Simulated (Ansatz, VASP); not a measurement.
**ZnSe (Stilleite): VASP beside Ansatz**

Aim: how closely do two programs agree when they are given the same cell, functional and k mesh?

Calculated with Ansatz 0.2.0; plane waves, with VASP 6.6.1 beside it; band structure at PBE.

### Step 1. Set-up

It takes space group F-43m (No. 216, cubic). The conventional cell has a = 5.668 Å, b = 5.668 Å, c = 5.668 Å, α = 90.00°, β = 90.00°, γ = 90.00°. Nearest to Zn lie 4 Se at 2.45 Å. Se has 4 Zn at 2.45 Å nearest. Farther neighbours and most contacts between anions are not listed.

Structure file:

```xyz
2
Lattice="0.0000 2.8338 2.8338 2.8338 0.0000 2.8338 2.8338 2.8338 0.0000" Properties=species:S:1:pos:R:3 pbc="T T T"
Zn    0.0000    0.0000    0.0000
Se    1.4169    1.4169    1.4169
```

### Step 2. VASP: band structure, PBE

The same path points are solved in both programs, so levels can be compared one by one.

Lines of VASP's logs that name or quote its potential files are left out, and so is its time.

Input file INCAR:

```
SYSTEM = ZnSe
PREC = Accurate
ENCUT = 350
EDIFF = 1E-08
NELM = 100
ISMEAR = 0
SIGMA = 0.01
LREAL = .FALSE.
ALGO = Normal
GGA = PE
NBANDS = 15
LORBIT = 11
LWAVE = .TRUE.
LCHARG = .FALSE.
KPAR = 8
```

Input file POSCAR:

```
ZnSe
1.0
    0.0000000000      2.8338000000      2.8338000000
    2.8338000000      0.0000000000      2.8338000000
    2.8338000000      2.8338000000      0.0000000000
Zn Se
1 1
Direct
    0.0000000000      0.0000000000      0.0000000000
    0.2500000000      0.2500000000      0.2500000000
```

Input file KPOINTS:

```
Automatic mesh
0
Gamma
6 6 6
0 0 0
```

Input file KPOINTS_OPT:

```
Line mode
12
Line-mode
Reciprocal
  0.00000000   0.00000000   0.00000000 GAMMA
  0.50000000   0.00000000   0.50000000 X

  0.50000000   0.00000000   0.50000000 X
  0.50000000   0.25000000   0.75000000 W

  0.50000000   0.25000000   0.75000000 W
  0.37500000   0.37500000   0.75000000 K

  0.37500000   0.37500000   0.75000000 K
  0.00000000   0.00000000   0.00000000 GAMMA

  0.00000000   0.00000000   0.00000000 GAMMA
  0.50000000   0.50000000   0.50000000 L

  0.50000000   0.50000000   0.50000000 L
  0.62500000   0.25000000   0.62500000 U

  0.62500000   0.25000000   0.62500000 U
  0.50000000   0.25000000   0.75000000 W

  0.50000000   0.25000000   0.75000000 W
  0.50000000   0.50000000   0.50000000 L

  0.50000000   0.50000000   0.50000000 L
  0.37500000   0.37500000   0.75000000 K

  0.62500000   0.25000000   0.62500000 U
  0.50000000   0.00000000   0.50000000 X
```

The projector-augmented-wave data sets are Zn_GW and Se_GW (PBE family, release 64).

Run with:

```
> mpirun -np 8 vasp_std
```

Numbers of over 12 decimals in the logs are rounded to 6 here.

Output:

```text
[banner, memory and clock lines left out]
running    8 mpi-ranks, on    1 nodes
 distrk:  each k-point on    1 cores,    8 groups
 distr:  one band on    1 cores,    1 groups

 POSCAR found type information on POSCAR ZnSe
 POSCAR found :  2 types and       2 ions
|                                                                             |
|           W    W    AA    RRRRR   N    N  II  N    N   GGGG   !!!           |
|           W    W   A  A   R    R  NN   N  II  NN   N  G    G  !!!           |
|           W    W  A    A  R    R  N N  N  II  N N  N  G       !!!           |
|           W WW W  AAAAAA  RRRRR   N  N N  II  N  N N  G  GGG   !            |
|           WW  WW  A    A  R   R   N   NN  II  N   NN  G    G                |
|           W    W  A    A  R    R  N    N  II  N    N   GGGG   !!!           |
|                                                                             |
|     For optimal performance we recommend to set                             |
|       NCORE = 2 up to number-of-cores-per-socket                            |
|     NCORE specifies how many cores store one orbital (NPAR=cpu/NCORE).      |
|     This setting can greatly improve the performance of VASP for DFT.       |
|     The default, NCORE=1 might be grossly inefficient on modern             |
|     multi-core architectures or massively parallel machines. Do your        |
|     Unfortunately you need to use the default for GW and RPA                |
|     calculations (for HF NCORE is supported but not extensively tested      |
|     yet).                                                                   |
|                                                                             |

 LDA part: xc-table for (Slater+PW92), standard interpolation
 POSCAR, INCAR and KPOINTS ok, starting setup
 FFT: planning ... GRIDC
 FFT: planning ... GRID_SOFT
 FFT: planning ... GRID
 WAVECAR not read
 entering main loop
       N       E                     dE             d eps       ncg     rms          rms(c)
DAV:   1     0.107381219154E+03    0.10738E+03   -0.69311E+03   487   0.153E+03
DAV:   2     0.332055039423E+00   -0.10705E+03   -0.10017E+03   544   0.272E+02
DAV:   3    -0.620898846573E+01   -0.65410E+01   -0.64887E+01   737   0.681E+01
DAV:   4    -0.631124588935E+01   -0.10226E+00   -0.10224E+00   561   0.715E+00
DAV:   5    -0.631358938097E+01   -0.23435E-02   -0.23434E-02   758   0.128E+00    0.251E+00
DAV:   6    -0.604404425455E+01    0.26955E+00   -0.68875E-01   754   0.501E+01    0.125E+00
DAV:   7    -0.601849478028E+01    0.25549E-01   -0.19287E-01   696   0.107E+01    0.579E-01
DAV:   8    -0.601660306506E+01    0.18917E-02   -0.88723E-03   776   0.353E+00    0.270E-01
DAV:   9    -0.601691949578E+01   -0.31643E-03   -0.23111E-03   748   0.493E-01    0.254E-02
DAV:  10    -0.601698388699E+01   -0.64391E-04   -0.10012E-04   718   0.212E-01    0.108E-02
DAV:  11    -0.601700177260E+01   -0.17886E-04   -0.29591E-05   564   0.695E-02    0.214E-03
DAV:  12    -0.601700259277E+01   -0.82017E-06   -0.94323E-07   645   0.110E-02    0.896E-04
DAV:  13    -0.601700288362E+01   -0.29085E-06   -0.21015E-07   571   0.302E-03    0.244E-04
DAV:  14    -0.601700288520E+01   -0.15809E-08   -0.92201E-09   493   0.220E-03
   1 F= -.60170029E+01 E0= -.60170029E+01  d E =-.105300E-71
 Start KPOINTS_OPT (optional k-point list driver)
k-point batch [1-16\120]
       N       E                     dE             ncg
DAV:   1     0.956718001749E+03   -0.43962E+04      488
DAV:   2    -0.729786318214E+03   -0.16865E+04      537
DAV:   3    -0.842116629314E+03   -0.11233E+03      751
DAV:   4    -0.843933772484E+03   -0.18171E+01      606
DAV:   5    -0.843973848761E+03   -0.40076E-01      727
DAV:   6    -0.843974334343E+03   -0.48558E-03      613
DAV:   7    -0.843974340678E+03   -0.63356E-05      734
DAV:   8    -0.843974340762E+03   -0.83340E-07      625
DAV:   9    -0.843974340763E+03   -0.14816E-08      527
[...]
k-point batch [113-120\120]
       N       E                     dE             ncg
DAV:   1     0.481305843471E+04   -0.41214E+04      247
DAV:   2     0.394831652137E+04   -0.86474E+03      268
DAV:   3     0.389453700582E+04   -0.53780E+02      372
DAV:   4     0.389356011438E+04   -0.97689E+00      306
DAV:   5     0.389354347998E+04   -0.16634E-01      357
DAV:   6     0.389354324151E+04   -0.23847E-03      306
DAV:   7     0.389354323802E+04   -0.34938E-05      364
DAV:   8     0.389354323798E+04   -0.35245E-07      334
DAV:   9     0.389354323798E+04   -0.98225E-09      267
 writing wavefunctions
```

From OUTCAR (step 2):

```text
ion  position               nearest neighbor table
   1  0.000  0.000  0.000-   2 2.45   2 2.45   2 2.45   2 2.45
   2  0.250  0.250  0.250-   1 2.45   1 2.45   1 2.45   1 2.45

  LATTYP: Found a face centered cubic cell.
 ALAT       =     5.6676000000

 Subroutine GETGRP returns: Found 24 space group operations
 (whereof 24 operations were pure point group operations)

The static configuration has the point symmetry T_d .

 Found     16 irreducible k-points:

   k-points           NKPTS =     16   k-points in BZ     NKDIM =     16   number of bands    NBANDS=     15

   dimension x,y,z NGX =    24 NGY =   24 NGZ =   24
   dimension x,y,z NGXF=    48 NGYF=   48 NGZF=   48

   ENCUT  =  350.0 eV  25.72 Ry    5.07 a.u.   6.11  6.11  6.11*2*pi/ulx,y,z

   NELECT =      18.0000    total number of electrons

 k-points in reciprocal lattice and weights: Automatic mesh
   0.00000000  0.00000000  0.00000000       0.005
   0.16666667  0.00000000  0.00000000       0.037
   0.33333333  0.00000000  0.00000000       0.037
   0.50000000  0.00000000  0.00000000       0.019
   0.16666667  0.16666667  0.00000000       0.028
   0.33333333  0.16666667  0.00000000       0.111
   0.50000000  0.16666667  0.00000000       0.111
  -0.33333333  0.16666667  0.00000000       0.111
  -0.16666667  0.16666667  0.00000000       0.056
[...]
-0.33333333  0.33333333  0.16666667       0.111
  -0.33333333  0.50000000  0.16666667       0.056

 average (electrostatic) potential at core
       1 -65.3317       2 -54.9361

 E-fermi :   2.7736

 k-point     1 :       0.0000    0.0000    0.0000
  band No.  band energies     occupation
    ...
      5      -3.5234      2.00000
      6      -3.5234      2.00000
      7       2.6486      2.00000
      8       2.6486      2.00000
      9       2.6486      2.00000
     10       3.9253      0.00000
     11       8.4461      0.00000
     12       8.4461      0.00000
     13       8.4461      0.00000
     14      12.5718      0.00000
    ...

 k-point     2 :       0.1667    0.0000    0.0000
  band No.  band energies     occupation
    ...
      5      -3.5251      2.00000
      6      -3.5251      2.00000
      7       0.7414      2.00000
      8       2.3959      2.00000
      9       2.3959      2.00000
     10       5.1896      0.00000
     11       8.5157      0.00000
     12       8.8478      0.00000
     13       8.8479      0.00000
     14      13.1028      0.00000
    ...

 k-point     3 :       0.3333    0.0000    0.0000
  band No.  band energies     occupation
    ...
      5      -3.5167      2.00000
      6      -3.5167      2.00000
      7      -1.4092      2.00000
      8       1.9681      2.00000
      9       1.9681      2.00000
     10       5.3204      0.00000
     11       9.1198      0.00000
     12       9.1198      0.00000
     13      10.2109      0.00000
     14      13.0628      0.00000
    ...

  Total        0.5968000      0.5968000      0.5968000      0.0000000      0.0000000      0.0000000
  in kB       21.0088288     21.0088288     21.0088288      0.0000000      0.0000000      0.0000000
  external PRESSURE =      21.0088288 kB  Pullay stress =       0.0000000 kB

  energy-cutoff  :      350.00
  volume of cell :       45.51
      direct lattice vectors                 reciprocal lattice vectors
     0.000000000  2.833800000  2.833800000    -0.176441527  0.176441527  0.176441527
     2.833800000  0.000000000  2.833800000     0.176441527 -0.176441527  0.176441527
     2.833800000  2.833800000  0.000000000     0.176441527  0.176441527 -0.176441527

 POSITION                                       TOTAL-FORCE (eV/Angst)
 -----------------------------------------------------------------------------------
      0.00000      0.00000      0.00000        -0.000000     -0.000000     -0.000000
      1.41690      1.41690      1.41690         0.000000      0.000000      0.000000
 -----------------------------------------------------------------------------------
    total drift:                               -0.000001     -0.000001      0.000000

  FREE ENERGIE OF THE ION-ELECTRON SYSTEM (eV)
  ---------------------------------------------------
  free  energy   TOTEN  =        -6.0170028852 eV

  energy  without entropy=       -6.0170028852  energy(sigma->0) =       -6.01700289

 total charge
# of ion       s       p       d       tot
------------------------------------------
    1        0.513   0.436   9.761  10.711
    2        1.423   2.387   0.030   3.840
--------------------------------------------------
tot          1.936   2.823   9.791  14.550

[... 3 further parts left out ...]
```

The run ends at a pressure of 2.10 GPa.

### Step 3. Ansatz: band structure, PBE

Ansatz runs on its default PAW (the set named soft_2) files.

The same cell, functional, mesh and smearing now go to Ansatz, which takes its cutoff from its data sets.

Input file input.yaml:

```yaml
crystal:
  lattice:
    - [0.0, 2.8338, 2.8338]
    - [2.8338, 0.0, 2.8338]
    - [2.8338, 2.8338, 0.0]
  atoms:
    - { symbol: Zn, position: [0.0, 0.0, 0.0] }
    - { symbol: Se, position: [0.25, 0.25, 0.25] }
hamiltonian:
  xc: pbe
  pseudopotentials: { kind: paw }
kpoints:
  mp_grid: { grid: [6, 6, 6] }
  band_path:
    path:
      - [0.0, 0.0, 0.0]
      - [0.18182, 0.0, 0.18182]
      - [0.36364, 0.0, 0.36364]
      - [0.5, 0.0, 0.5]
      - [0.5, 0.09091, 0.59091]
      - [0.5, 0.18182, 0.68182]
      - [0.5, 0.25, 0.75]
      - [0.45455, 0.29545, 0.75]
      - [0.40909, 0.34091, 0.75]
      - [0.375, 0.375, 0.75]
      - [0.20455, 0.20455, 0.40909]
      - [0.06818, 0.06818, 0.13636]
      - [0.04545, 0.04545, 0.04545]
      - [0.22727, 0.22727, 0.22727]
      - [0.40909, 0.40909, 0.40909]
      - [0.51136, 0.47727, 0.51136]
      - [0.55682, 0.38636, 0.55682]
      - [0.60227, 0.29545, 0.60227]
      - [0.61364, 0.25, 0.63636]
      - [0.56818, 0.25, 0.68182]
      - [0.51136, 0.25, 0.73864]
      - [0.5, 0.29545, 0.70455]
      - [0.5, 0.38636, 0.61364]
      - [0.5, 0.47727, 0.52273]
      - [0.47727, 0.47727, 0.54545]
      - [0.43182, 0.43182, 0.63636]
      - [0.38636, 0.38636, 0.72727]
      - [0.60227, 0.20455, 0.60227]
      - [0.55682, 0.11364, 0.55682]
      - [0.5, 0.0, 0.5]
    npoints: 1
scf:
  occupations: { method: gaussian, width: 0.01 }
  n_extra_bands: 7
output:
  forces: true
  stress: true
  eigenvalues: true
```

Run with:

```
> ansatz run input.yaml --threads 2 --pin off --max-ram 4608MiB --backend cpu --events-out ev --progress --plain --runs-dir out
```

Output:

```text
scf.n_extra_bands = 7 over 14 filled bands (N_el = 28.0): the run solves 21 bands
Engine: ansatz 0.2.0, x86_64-unknown-linux-gnu
Pseudopotentials: kind: paw
Pseudopotential: Zn, paw, valence charge 12, recommended cutoff 420 eV (normal), Zn.paw.azcp
Pseudopotential: Se, paw, valence charge 16, recommended cutoff 420 eV (normal), Se.paw.azcp
Functional definition: PBE
  parameter kappa = 0.804
  parameter beta = 0.066725
  exchange = pbe_x(kappa = kappa, mu = beta*pi^2/3)
  correlation = pbe_c(beta = beta)
Crystal: 2 atoms, lattice volume = 45.513 Å³
Basis set: ecut = 420 eV, 893 PW (Γ), exchange–correlation on 54×54×54 points (8 copies of the dense FFT grid, shifted against one another)
Bands: 21, of which v1, the nominal top of the filled ones, is band 14 counted from 1 (13 counted from 0)
Symmetry: 24 space group operations
Space group: F-43m (ITA 216), of the structure as read, at distance tolerance 3.6e-5 Å
k-points: 16 of 216 (time reversal used)
Non-local potential: Zn, projectors of the file, l = 0: 2, l = 1: 2, l = 2: 3, l = 3: 1
Non-local potential: Se, projectors of the file, l = 0: 2, l = 1: 2, l = 2: 3, l = 3: 1
PAW form: soft (Blöchl's): semilocal exchange-correlation on the pseudo side does not see the compensation charge
PAW one-centre angular grid: Zn, 590 points (default); XC on 64 Gauss nodes
PAW one-centre angular grid: Se, 590 points (default); XC on 64 Gauss nodes
Initial density: superposition of atomic densities (neutral atoms: chi_scale 0, normalization atom), corrected by the library's trained network
Initial wavefunctions: pseudopotential atomic-orbital guess
Functional: x = pbe(κ = 0.804, μ = 0.219515), c = pbe(β = 0.066725)
SCF iter   1: F=—  HF=-8789.521112 eV  |F-HF|=—  |Δ(HF+E_count)|=         —  Δρ=6.46e-4  dr2=2.61e-4  ethr=1.77e-3  ⟨swp⟩=6.0  Hψ=1710  notcnv=0
preconditioner: auto → none  [insulator: Δε(μ)=1.281 eV  Ē_g=14.434 eV  σ=0.010 eV  W_gap=1.00  n_scr=14 (ndim 8)  ℏωp=23.4 eV  f_vac=0.121  D(μ)=0.00/eV (n_scr^D=0)  ε∞_Penn≈3.6]
SCF iter   2: F=—  HF=-8789.521060 eV  |F-HF|=—  |Δ(HF+E_count)|=   5.25e-5  Δρ=3.37e-4  dr2=2.77e-5  ethr=9.32e-7  ⟨swp⟩=2.0  Hψ=760  notcnv=0  defer=39
SCF iter   3: F=—  HF=-8789.521076 eV  |F-HF|=—  |Δ(HF+E_count)|=   1.61e-5  Δρ=1.47e-4  dr2=4.63e-6  ethr=9.89e-8  ⟨swp⟩=2.7  Hψ=518  notcnv=0  defer=39
SCF iter   4: F=—  HF=-8789.521078 eV  |F-HF|=—  |Δ(HF+E_count)|=   2.46e-6  Δρ=6.66e-5  dr2=7.09e-7  ethr=1.65e-8  ⟨swp⟩=2.0  Hψ=425  notcnv=0  defer=39
SCF iter   5: F=—  HF=-8789.521081 eV  |F-HF|=—  |Δ(HF+E_count)|=   2.76e-6  Δρ=2.05e-5  dr2=2.12e-7  ethr=2.53e-9  ⟨swp⟩=2.0  Hψ=521  notcnv=0  defer=39
SCF iter   6: F=-8789.521081 eV  HF=-8789.521081 eV  |F-HF|=7.69e-9  |Δ(HF+E_count)|=   1.93e-7  Δρ=3.65e-6  dr2=4.66e-9  ethr=3.57e-10  ⟨swp⟩=7.7  Hψ=1530  notcnv=0
SCF 1 converged in 6 iterations: F = -8789.521081 eV  dr2 = 4.66e-9
  greatest PAW one-centre occupation: 1.000 electrons in one spin orbital (limit 2), on the Se atom at site 1 (counted from 0), in its partial waves of l = 2
NSCF: frozen V_eff on 30 k-points
SCF converged after 6 iterations
Free energy (F): -8789.521081 eV
Harris-Foulkes:  -8789.521081 eV  (|F-HF|=7.69e-9)
Internal energy: -8789.521081 eV  (E = F + TS)
E sigma→0 (E₀):  -8789.521081 eV
Fermi energy:    7.425227 eV
--- Per-component energies (eV) ---
  E_band       = -381.335907
  E_kinetic    = 250.174365
  E_local      = -4391.044448  (includes V_loc(G=0)·N_el)
  E_nonlocal   = 18.364916
  E_hartree    = 2034.796145
  E_xc         = -241.519204
  E_vxc        = -150.313819  (∫ρ·V_xc dr)
  E_paw        = -3739.349120  (= ΣΔE_a)
  E_vpaw       = -178.108111  (= ΣTr[D̂ρ^β])
  E_aug_tail   = -0.000889  (compensation charges beyond the density's cutoff)
  E_ewald      = -2720.942845
  E_smearing   = -0.000000  (= −TS)
  E_closure    = -0.000000  (closes the sum)
  Σ components = -8789.521081   (vs F -8789.521081, Δ=0.00e0)
--- Forces (eV/Å), atoms counted from 1 ---
  atom   1  Zn     0.00000000    -0.00000000    -0.00000000
  atom   2  Se    -0.00000000    -0.00000000    -0.00000000
  max |Σ_I F_I| component: 1.94e-16 eV/Å
--- Stress (GPa, compression-positive) ---
        2.126363      -0.000000      -0.000000
       -0.000000       2.126363       0.000000
       -0.000000       0.000000       2.126363
  P = ⅓ Tr σ = 2.1264 GPa (21.264 kbar)
--- Band table (eV; the first three rows and the last of 16) ---
  k-point 0: bands = [... 10 lower, 0.6109, 6.7819, 6.7819, 6.7819, 8.0685, 12.5901, 12.5901, 12.5901, ... 3 higher]
  k-point 1: bands = [... 10 lower, 0.6091, 4.8772, 6.5293, 6.5293, 9.3310, 12.6563, 12.9923, 12.9923, ... 3 higher]
  k-point 2: bands = [... 10 lower, 0.6173, 2.7261, 6.1016, 6.1016, 9.4621, 13.2644, 13.2644, 14.3490, ... 3 higher]
  k-point 15: bands = [... 10 lower, 0.8814, 2.0780, 4.1580, 4.2294, 11.2516, 11.5899, 15.0497, 15.3873, ... 3 higher]
```

It took 1.4 s on 2 threads of AMD EPYC 7B13 (Zen 3), shared host; peak memory 0.35 GiB; 2.6 s of CPU time.

### Step 4. Side by side

Known differences besides the potentials themselves: the data sets hold 28 valence electrons in Ansatz (default PAW (the set named soft_2) files) and 18 in VASP; the cutoff is 420 eV in Ansatz and 350 eV in VASP; VASP leaves aspherical gradient terms in its spheres out (LASPH is not set), Ansatz keeps them. Total energies have different zeros and are not compared.

Compared:

```csv
quantity,Ansatz,VASP,difference
gap over the path points (eV),1.287,1.277,+0.010
```

Levels at points of the path, from each program's valence-band top (eV; 4 filled, then empty):

```csv
k (reciprocal lattice),Ansatz,VASP
0.000 0.000 0.000,-6.17 0.00 0.00 0.00 1.29 5.81 5.81,-6.17 0.00 0.00 0.00 1.28 5.80 5.80
0.182 0.000 0.182,-6.16 -2.05 -0.79 -0.79 3.46 4.54 7.11,-6.16 -2.06 -0.79 -0.79 3.45 4.53 7.10
0.364 0.000 0.364,-6.13 -4.05 -1.88 -1.88 3.28 3.80 9.35,-6.13 -4.05 -1.88 -1.88 3.27 3.79 9.34
0.500 0.000 0.500,-5.99 -4.75 -2.19 -2.19 2.99 3.46 10.73,-5.99 -4.75 -2.19 -2.19 2.98 3.46 10.72
0.500 0.091 0.591,-5.96 -4.74 -2.36 -2.34 3.48 3.92 9.85,-5.96 -4.74 -2.36 -2.34 3.47 3.92 9.84
0.500 0.182 0.682,-5.89 -4.70 -2.67 -2.59 4.70 5.00 7.94,-5.89 -4.70 -2.67 -2.59 4.70 5.00 7.93
0.500 0.250 0.750,-5.87 -4.68 -2.76 -2.66 5.48 5.55 6.97,-5.87 -4.68 -2.76 -2.66 5.48 5.55 6.95
0.455 0.295 0.750,-5.88 -4.69 -2.93 -2.34 4.71 5.62 7.49,-5.88 -4.69 -2.93 -2.34 4.70 5.62 7.48
0.409 0.341 0.750,-5.90 -4.71 -3.06 -1.92 3.83 5.61 8.51,-5.90 -4.71 -3.06 -1.92 3.82 5.60 8.50
0.375 0.375 0.750,-5.91 -4.72 -3.09 -1.79 3.59 5.60 9.05,-5.91 -4.72 -3.09 -1.79 3.58 5.59 9.04
```

Among the levels compared at these points, filled levels agree within 3 meV and empty ones within 14 meV. Not compared: the pressure (VASP's GW data sets at this cutoff don't carry it).

### Step 5. Results

| Item | Value |
| --- | --- |
| difference in gap over the path points (band structure, PBE) | 0.0099 eV |

**Reading.** The difference in gap over the path points is 0.0099 eV (band structure, PBE), within the 0.08 eV picked in this series as the mark of a large difference. How closely two codes agree says nothing of how well the functional describes the real material.

[Lines on the potential files, build, host, timing and source positions are cut from VASP's logs without a mark.]

[Logs are printed without paths, hosts, clocks, repeated set-up lines and the standing remarks that a program may print on its own settings, such as how far it seeks lower states.]

[Hosts, paths, dates, database ids (printed as entryN), source tags and the programs' standing remarks are cut or masked in the printed files.]
